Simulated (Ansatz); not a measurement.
# SnSe2: the cell at several levels of theory, part 3 of 3

Ansatz 0.2.0, plane waves. Earlier steps stand in the parts before.

### 4 PBE-D4: cell and atoms

The input, input.yaml:

```yaml
crystal:
  lattice:
    - [3.8392584707, 0.0, 0.0]
    - [-1.9196292353, 3.3248953673, 0.0]
    - [0.0, 0.0, 6.0039870237]
  atoms:
    - { symbol: Sn, position: [0.0, 0.0, 0.0] }
    - { symbol: Se, position: [0.3333333333, 0.6666666667, 0.2654708361] }
    - { symbol: Se, position: [0.6666666667, 0.3333333333, 0.7345291639] }
kpoints:
  mp_grid: { grid: [12, 12, 4] }
hamiltonian:
  xc: pbe
  dispersion: d4
scf:
  occupations: { method: fermi_dirac, width: 0.02 }
relax:
  f_tol: 0.005
  cell: {}
output:
  write_density: true
  write_potential: true
  elf: true
  volumetric_format: npy
```

Command:

```console
ansatz run input.yaml --threads 2 --pin off --max-ram 4608MiB --backend cpu --events-out ev --progress --plain --runs-dir out
```

The log of the run, cut to the lines that bear on the results:

```text
Warning: RAYON_NUM_THREADS=2 ignored (pool sized by the plan → 2); use --threads N
[...]
Pseudopotentials: kind: paw
Pseudopotential: Sn, paw, valence charge 14, recommended cutoff 420 eV (normal), Sn.paw.azcp
Pseudopotential: Se, paw, valence charge 16, recommended cutoff 420 eV (normal), Se.paw.azcp
Functional definition: PBE
[...]
Crystal: 3 atoms, lattice volume = 76.642 Å³
[...]
  cell:  # Å, volume = 76.5043 Å³
    - [3.837428231204088, -2.88537468785936e-11, -1.1604903980116261e-34]
    - [-1.9187141155770557, 3.3233103334367513, 2.5902735300199947e-34]
    - [-1.8148216234675354e-34, 3.6296432469350707e-34, 5.998946050850349]
  atoms:
    - { symbol: Sn, position: [6.049661491276032e-36, 6.0338049891541535e-37, 2.407738209528101e-20] }
    - { symbol: Se, position: [0.3333333333333333, 0.6666666666666666, 0.26582030170138743] }
    - { symbol: Se, position: [0.6666666666666666, 0.33333333333333337, 0.7341796982986124] }
```

Run time: 17 s. Hardware: 2 threads of Arm Neoverse V1, shared host; peak memory 0.45 GiB.

The steps:

| step | energy change (meV/atom) | largest force (eV/Å) | pressure (GPa) | volume (Å³/atom) |
| --- | --- | --- | --- | --- |
| 1 | 0.0 | 0.0043 | -0.05 | 25.547 |
| 2* | 0.0 | 0.0273 | 0.02 | 25.438 |
| 3 | 0.0 | 0.0003 | 0.00 | 25.501 |
| 4 | 0.0 | 0.0004 | 0.00 | 25.501 |

A star marks a trial step that the optimiser took back.

The table lists every geometry solved, with passes on a fresh basis, whose energies don't compare exactly with the rows above.

|  | before | after | change |
| --- | --- | --- | --- |
| a (Å) | 3.839 | 3.837 | -0.05 % |
| c (Å) | 6.004 | 5.999 | -0.08 % |
| volume (Å³/atom) | 25.547 | 25.501 | -0.18 % |
| shortest distance (Å) | 2.730 | 2.730 | -0.02 % |
| space group | P-3m1 | P-3m1 | same |

Density in a lattice plane of the grid's cell (edges 3.84 and 6.00 Å, at 0.000 of the third edge), which holds Sn.

Values in e/Å³, 12 rows by 8 columns:
```
 5.57  2.26  0.39  0.18  0.15  0.18  0.39  2.26
 0.46  0.33  0.24  0.25  0.26  0.25  0.24  0.33
 0.11  0.12  0.17  0.28  0.36  0.28  0.17  0.12
 0.04  0.05  0.10  0.21  0.28  0.21  0.10  0.05
 0.02  0.02  0.05  0.10  0.13  0.10  0.05  0.02
 0.01  0.02  0.03  0.06  0.07  0.06  0.03  0.02
 0.02  0.02  0.05  0.10  0.13  0.10  0.05  0.02
 0.04  0.05  0.10  0.21  0.28  0.21  0.10  0.05
 0.11  0.12  0.17  0.28  0.36  0.28  0.17  0.12
 0.46  0.33  0.24  0.25  0.26  0.25  0.24  0.33
 5.57  2.26  0.39  0.18  0.15  0.18  0.39  2.26
16.78  6.01  0.56  0.16  0.10  0.16  0.56  6.01
```
Columns run along the first of these edges and rows up along the second, over one cell in 8 and 12 even steps from the bottom left corner. Atoms in the plane (fractional): Sn at (0.00, 0.00).

ELF in the same plane.

Ten even steps from ' ' (0.00) to '@' (0.71):
```
    ..--------::::::--------..  
..::------==++++++++++==------::
--------++**##########**++------
------==**##%%@@@@@@%%##**==----
::::::==**%%@@@@@@@@@@%%**==::::
  ....--++%%@@@@@@@@@@%%++--....
      ::==##%%@@@@@@%%##==::    
      ..::==**######**==::..    
        ....::::::::::....      
              ......            
        ....::::::::::....      
      ..::==**######**==::..    
      ::==##%%@@@@@@%%##==::    
  ....--++%%@@@@@@@@@@%%++--....
::::::==**%%@@@@@@@@@@%%**==::::
------==**##%%@@@@@@%%##**==----
--------++**##########**++------
..::------==++++++++++==------::
    ..--------::::::--------..  
      ------::::..::::------    
```
Columns run along the first of these edges and rows up along the second, over one cell in 16 and 20 even steps from the bottom left corner. Atoms in the plane (fractional): Sn at (0.00, 0.00).

Both are smooth fields of the valence electrons: close to the nuclei they are not physical.

Maxima of ELF outside the ion cores: 0.86 beside Se, off the lines to its neighbours, 0.8 Å from Se; 0.80 on the Se–Sn line, 0.9 Å from Se.

### 5 Results

The summary covers parts 1 to 3.

```
       level  a (Å)  c (Å)  volume (Å³/atom)  space group  SCF geometries
  PBE-D3(BJ)  3.839  6.004            25.547        P-3m1               7
r2SCAN+rVV10  3.825  6.227            26.302        P-3m1               6
      PBE-D4  3.837  5.999            25.501        P-3m1               4
```

From the start to the first minimum the volume moved by -0.7 %. PBE-D4 gives the smallest cell and r2SCAN+rVV10 the largest; they differ by 3.1 % in volume, a mean of 1.0 % in length. A measured a is 3.811 Å (a printed reference work, data compilation); the misses are PBE-D3(BJ) +0.7 %, r2SCAN+rVV10 +0.4 %, PBE-D4 +0.7 %. 1 more, off the median of the measured values, is set aside. A measured c is 6.137 Å (powder; “Spacing Dependent and Doping Independent Superconductivity in Intercalated 1T Two Dimensional SnSe2”, 2019, arxiv:1903.08036); the misses are PBE-D3(BJ) -2.2 %, r2SCAN+rVV10 +1.5 %, PBE-D4 -2.2 %. 2 values of this kind are on record in papers (6.12 to 6.137 Å); this one was drawn at random. The calculation is for a static lattice, without the thermal expansion and zero-point motion that a deposited cell holds.
